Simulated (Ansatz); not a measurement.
Runs of Ansatz 0.2.0 on Sb. The structure is trigonal, space group R-3m (No. 166). The conventional cell has a = 4.308 Å, b = 4.308 Å, c = 11.274 Å, α = 90.00°, β = 90.00°, γ = 120.00°. Sb (site symmetry 3m) has 3 Sb at 2.91 Å as nearest neighbours. 

```tsv
level	share of exact exchange	gap on the mesh (eV)	pressure (GPa)	largest force (eV/Å)
PBE0	0.25	(c)	0.7	0.40
PBE0 form with a typed share of exact exchange	0.35	1.04	(a)	0.54
PBE0 form with a typed share of exact exchange	0	-	2.7	0.07
PBE0 form with a typed share of exact exchange	0.1	0.44	1.9	(b)
PBE0 form with a typed share of exact exchange	0.5	1.37	-1.1	0.76
```

Alike in all rows: task single point; potentials or basis Ansatz PAW; no spin polarisation; cell as given; k mesh 4 × 4 × 4; cutoff (eV) 420; smearing fermi-dirac 0.05 eV; the mesh is coarse, so values aren't converged.

Q: Fill in the values left out.

A: (a) 0.0; (b) 0.19; (c) 0.81.

Caveats: all runs use coarse meshes; spin-orbit coupling is left out, which moves the levels of the heavy elements (some runs); the PAW data sets come from PBE, with cores solved anew for the run's functional, which leaves a small shift of forces and pressure (some runs); the thresholds are loose for stress (some runs); the PAW data sets were made with another functional, which shifts forces and pressure a little (some runs).

A k mesh can miss the band edges, and the runs leave out spin-orbit coupling on Sb.
